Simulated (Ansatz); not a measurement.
Crystal: CsPbCl3.

```
CELL_PARAMETERS angstrom
5.60500 0.00000 0.00000
0.00000 5.60500 0.00000
0.00000 0.00000 5.60500
ATOMIC_POSITIONS crystal
Pb 0.50000 0.50000 0.50000
Cs 0.00000 0.00000 0.00000
Cl 0.50000 0.00000 0.50000
Cl 0.00000 0.50000 0.50000
Cl 0.50000 0.50000 0.00000
```

```yaml
Program: Ansatz 0.2.0
Task: relaxation of cell and atoms
Functional: LDA
Potentials_or_basis: Ansatz PAW
Cutoff: "420 eV (not typed: the program's choice for these potentials)"
k_mesh: 5 × 5 × 5
Occupations: fermi-dirac, width 0.05 eV
Spin: no spin polarisation
```

At the start: volume 35.22 Å³/atom.

Problem. How do energy, volume and symmetry change on relaxing?

Solution. It ends after 4 steps and the volume is 33.54 Å³/atom (-4.8 %); space group Pm-3m (No. 221, to 0.05 Å).

Step by step:
| step | energy change (eV) | largest force (eV/Å) | volume (Å³) |
| --- | --- | --- | --- |
| 1 | 0.0000 | 0.0000 | 176.09 |
| 2 | -0.0299 | 0.0000 | 170.54 |
| 3 | -0.0336 | 0.0000 | 167.68 |
| 4 | -0.0333 | 0.0000 | 167.68 |

Final structure:
```cif
data_structure
_symmetry_space_group_name_H-M 'P 1'
_symmetry_Int_Tables_number 1
_cell_length_a 5.5143
_cell_length_b 5.5143
_cell_length_c 5.5143
_cell_angle_alpha 90.000
_cell_angle_beta 90.000
_cell_angle_gamma 90.000
_cell_volume 167.68
loop_
_atom_site_label
_atom_site_type_symbol
_atom_site_fract_x
_atom_site_fract_y
_atom_site_fract_z
_atom_site_occupancy
Pb1 Pb 0.50000 0.50000 0.50000 1
Cs1 Cs 0.00000 0.00000 0.00000 1
Cl1 Cl 0.50000 0.00000 0.50000 1
Cl2 Cl 0.00000 0.50000 0.50000 1
Cl3 Cl 0.50000 0.50000 0.00000 1
```

Caveat: the plane-wave basis is chosen anew once the cell has moved, so the energies of steps on either side of that aren't comparable; the PAW data sets come from PBE, with cores solved anew for the run's functional, which leaves a small shift of forces and pressure.
